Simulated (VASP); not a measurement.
# InP (F-43m) in VASP: a series of runs

InP is run at these levels: LDA; tasks: single point.

All numbers are computed with VASP 6.6.1; they aren't measurements. Logs are shortened: lines on timing, memory, paths and dates and some standing lists are left out, and cuts for length are marked.

**Measured values to compare with.**

From a printed reference work, data compilation, for a bulk crystal of InP at 1.6 K: band gap 1.4236 eV (direct).

The runs below are set against these values where they give the same quantity.

### 1 The cell of the first run

The structure is cubic, space group F-43m (No. 216). Conventional cell: a = 5.373 Å, b = 5.373 Å, c = 5.373 Å, α = 90.00°, β = 90.00°, γ = 90.00°. Within 3.1 Å of In (site symmetry -43m) lie 4 P at 2.33 Å. P (site symmetry -43m) has 4 In at 2.33 Å within 3.1 Å.

### 2 Single point, LDA

Contents of INCAR:

```
SYSTEM = InP
  ALGO = Normal
  EDIFF = 1E-7
  ENCUT = 520
  ISIF = 2
  ISMEAR = -1
  LASPH = .True.
  LCHARG = .False.
  LREAL = .False.
  LWAVE = .False.
  NBANDS = 16
  NELM = 100
  PREC = Accurate
  SIGMA = 0.05
```

Contents of KPOINTS:

```
k-points
0
Gamma
  8 8 8
  0 0 0
```

Contents of POSCAR:

```
InP
1.0
    0.0000000000      2.6866858255      2.6866858255
    2.6866858255      0.0000000000      2.6866858255
    2.6866858255      2.6866858255      0.0000000000
In P
1 1
Direct
    0.0000000000      0.0000000000      0.0000000000
    0.7500000000      0.7500000000      0.7500000000
```

Potentials or basis: VASP PAW LDA potentials, release 64 (In_d, P).

Run with:

```console
$ cat potpaw_LDA.64/In_d/POTCAR potpaw_LDA.64/P/POTCAR > POTCAR
$ mpirun -np 1 vasp_std > vasp.out
```

OUTCAR:

```text
SYSTEM = InP
   EDIFF = 1E-7
   ENCUT = 520
   ISIF = 2
   ISMEAR = -1
   LASPH = .True.
   LREAL = .False.
   NELM = 100
   PREC = Accurate

 ion  position               nearest neighbor table
   1  0.000  0.000  0.000-   2 2.33   2 2.33   2 2.33   2 2.33
   2  0.750  0.750  0.750-   1 2.33   1 2.33   1 2.33   1 2.33

  LATTYP: Found a face centered cubic cell.
 ALAT       =     5.3733716510

  Lattice vectors:

 A1 = (   0.0000000000,   2.6866858255,   2.6866858255)
 A2 = (   2.6866858255,   0.0000000000,   2.6866858255)
 A3 = (   2.6866858255,   2.6866858255,   0.0000000000)

Analysis of symmetry for initial positions (statically):
=====================================================================
 Subroutine PRICEL returns:
 Original cell was already a primitive cell.

 Routine SETGRP: Setting up the symmetry group for a
 face centered cubic supercell.

 Subroutine GETGRP returns: Found 24 space group operations
 (whereof 24 operations were pure point group operations)
 out of a pool of 48 trial point group operations.

The static configuration has the point symmetry T_d .

Analysis of symmetry for dynamics (positions and initial velocities):
=====================================================================
 Subroutine PRICEL returns:
 Original cell was already a primitive cell.

 Routine SETGRP: Setting up the symmetry group for a
 face centered cubic supercell.

 Subroutine GETGRP returns: Found 24 space group operations
 (whereof 24 operations were pure point group operations)
 out of a pool of 48 trial point group operations.

The dynamic configuration has the point symmetry T_d .

 Subroutine INISYM returns: Found 24 space group operations
 (whereof 24 operations are pure point group operations),
 and found     1 'primitive' translations

----------------------------------------------------------------------------------------

                                     Primitive cell

  volume of cell :      38.7865

  direct lattice vectors                    reciprocal lattice vectors
     0.000000000  2.686685826  2.686685826    -0.186102891  0.186102891  0.186102891
     2.686685826  0.000000000  2.686685826     0.186102891 -0.186102891  0.186102891
     2.686685826  2.686685826  0.000000000     0.186102891  0.186102891 -0.186102891

  length of vectors
     3.799547532  3.799547532  3.799547532     0.322339663  0.322339663  0.322339663

  position of ions in fractional coordinates (direct lattice)
     0.000000000  0.000000000  0.000000000
     0.750000000  0.750000000  0.750000000

[... 76 lines left out ...]
   EDIFF  = 0.1E-06   stopping-criterion for ELM
   LREAL  =      F    real-space projection
   EDIFFG = 0.1E-05   stopping-criterion for IOM
   NSW    =      0    number of steps for IOM
   IBRION =     -1    ionic relax: 0-MD 1-quasi-New 2-CG
   NFREE  =      0    steps in history (QN), initial steepest desc. (CG)
   ISIF   =      2    stress and relaxation
   ISYM   =      2    0-nonsym 1-usesym 2-fastsym
   POTIM  = 0.5000    time-step for ionic-motion
   TEBEG  =    0.0;   TEEND  =   0.0 temperature during run
   PSTRESS=    0.0 pullay stress
   NELECT =      18.0000    total number of electrons
   NUPDOWN=      -1.0000    fix difference up-down
   EMIN   =  10.00;   EMAX   =-10.00  energy-range for DOS
   EFERMI =   0.00;   METHOD = LEGACY
   ISMEAR =    -1;   SIGMA  =   0.05  broadening in eV -4-tet -1-fermi 0-gaus
   EFERMI_NEDOS =   21; number of points for ismear=-14 and -15
   IALGO  =     38    algorithm
   IMIX   =      4    mixing-type and parameters
     AMIX     =   0.40;   BMIX     =  1.00
     AMIX_MAG =   1.60;   BMIX_MAG =  1.00
  volume/ion in A,a.u.               =      19.39       130.87
  Fermi-wavevector in a.u.,A,eV,Ry     =   1.267473  2.395177 21.857600  1.606488
  Thomas-Fermi vector in A             =   2.400619
   LORBIT       =      0    0 simple, 1 ext, 2 COOP (PROOUT), +10 PAW based schemes
   GGA     = CA    functional components
   LHFCALC =     F    Hartree Fock is set to
   AEXX    =    0.0000 exact exchange contribution
   IVDW    =     0    specifies the selected vdW correction
   LEPSILON=     F    determine dielectric tensor
   LRPA    =     F    only Hartree local field effects (RPA)
 non-spin polarized calculation
  energy-cutoff  :      520.00
  volume of cell :       38.79
 maximum number of plane-waves:      1056
   NGX = 15   NGY = 15   NGZ = 15

 number of electron      18.0000003 magnetization

 Free energy of the ion-electron system (eV)
  ---------------------------------------------------
  ext. energy  EPLUGINS =         0.00000000
  ---------------------------------------------------
  free energy    TOTEN  =        -8.86532041 eV

  energy without entropy =       -8.86532005  energy(sigma->0) =       -8.86532023

 E-fermi :   8.9189     XC(G=0): -10.7847

 val. band max:        8.3898014024   @ k =   0.0000   0.0000   0.0000
 cond. band min:       9.4501058965   @ k =   0.5000   0.5000   0.0000
 fundamental gap:      1.0603044941
 Fermi energy:         8.9188683763

 k-point     1 :       0.0000    0.0000    0.0000
  band No.  band energies     occupation
      1      -6.7073      2.00000
      2      -6.7073      2.00000
      3      -6.7073      2.00000
      4      -6.3696      2.00000
      5      -6.3696      2.00000
      6      -5.3172      2.00000
[... 433 lines left out ...]
      3      -6.5508      2.00000
      4      -6.3907      2.00000
      5      -6.3402      2.00000
      6      -2.0301      2.00000
[... 8 lines left out ...]
     15      19.4689      0.00000
     16      20.6814      0.00000

 [... further k-points ...]

------------------------ aborting loop because EDIFF is reached ----------------------------------------

  FORCE on cell =-STRESS in cart. coord.  units (eV):
  Direction    XX          YY          ZZ          XY          YZ          ZX
  --------------------------------------------------------------------------------------
  -------------------------------------------------------------------------------------
  Total        7.2659225      7.2659225      7.2659225      0.0000000     -0.0000000      0.0000000
  in kB      300.1378004    300.1378004    300.1378004      0.0000000     -0.0000000      0.0000000
  external PRESSURE =     300.1378004 kB  Pullay stress =       0.0000000 kB

 VOLUME and BASIS-vectors are now :
 -----------------------------------------------------------------------------
  energy-cutoff  :      520.00
  volume of cell :       38.79
      direct lattice vectors                 reciprocal lattice vectors
     0.000000000  2.686685826  2.686685826    -0.186102891  0.186102891  0.186102891
     2.686685826  0.000000000  2.686685826     0.186102891 -0.186102891  0.186102891
     2.686685826  2.686685826  0.000000000     0.186102891  0.186102891 -0.186102891

 POSITION                                       TOTAL-FORCE (eV/Angst)
 -----------------------------------------------------------------------------------
      0.00000      0.00000      0.00000        -0.000000     -0.000000     -0.000000
      4.03003      4.03003      4.03003         0.000000      0.000000      0.000000
 -----------------------------------------------------------------------------------
    total drift:                                0.000000      0.000000      0.000000

  FREE ENERGIE OF THE ION-ELECTRON SYSTEM (eV)
  ---------------------------------------------------
  free  energy   TOTEN  =        -8.8653204100 eV

  energy  without entropy=       -8.8653200549  energy(sigma->0) =       -8.86532023
```

OSZICAR:

```text
N       E                     dE             d eps       ncg     rms          rms(c)
DAV:   1     0.115525874609E+03    0.11553E+03   -0.86170E+03   928   0.138E+03
DAV:   2    -0.227325090968E+01   -0.11780E+03   -0.11276E+03  1040   0.320E+02
DAV:   3    -0.931693690002E+01   -0.70437E+01   -0.70079E+01  1192   0.749E+01
DAV:   4    -0.949568050792E+01   -0.17874E+00   -0.17869E+00  1192   0.121E+01
DAV:   5    -0.950193099681E+01   -0.62505E-02   -0.62504E-02  1392   0.198E+00    0.904E+00
DAV:   6    -0.895652732228E+01    0.54540E+00   -0.66361E-01  1440   0.172E+01    0.521E+00
DAV:   7    -0.887158544662E+01    0.84942E-01   -0.25807E-01  1336   0.535E+00    0.144E+00
DAV:   8    -0.886592856792E+01    0.56569E-02   -0.28466E-02  1192   0.207E+00    0.926E-01
DAV:   9    -0.886538741805E+01    0.54115E-03   -0.17374E-03  1256   0.323E-01    0.487E-01
DAV:  10    -0.886535648680E+01    0.30931E-04   -0.36747E-04  1336   0.467E-01    0.166E-01
DAV:  11    -0.886532405925E+01    0.32428E-04   -0.13261E-04  1480   0.216E-01    0.735E-02
DAV:  12    -0.886532040791E+01    0.36513E-05   -0.11214E-05  1096   0.270E-02    0.236E-02
DAV:  13    -0.886532043773E+01   -0.29823E-07   -0.11959E-06  1288   0.678E-03    0.120E-02
DAV:  14    -0.886532041000E+01    0.27730E-07   -0.63028E-08   736   0.419E-03
   1 F= -.88653204E+01 E0= -.88653202E+01  d E =-.355073E-06
```

stdout:

```text
POSCAR found type information on POSCAR InP
 POSCAR found :  2 types and       2 ions
 scaLAPACK will be used
 LDA part: xc-table for (Slater(with rela. corr.)+CA(PZ))
 , standard interpolation
 POSCAR, INCAR and KPOINTS ok, starting setup
 FFT: planning ... GRIDC
 FFT: planning ... GRID_SOFT
 FFT: planning ... GRID
 WAVECAR not read
 entering main loop
```

Wall time 17 s (1 thread of Intel Xeon Platinum 8488C (Sapphire Rapids), shared host); peak memory 0.15 GiB.

Results:

* Free energy: -8.8653 eV
* Pressure: 30.0 GPa
* Band gap on the k mesh: 1.06 eV, indirect (least direct gap 1.83 eV)

Caveat: spin-orbit coupling is left out, which moves the levels of the heavy elements. A k mesh can miss the band edges.

[end of part 1 of 3]
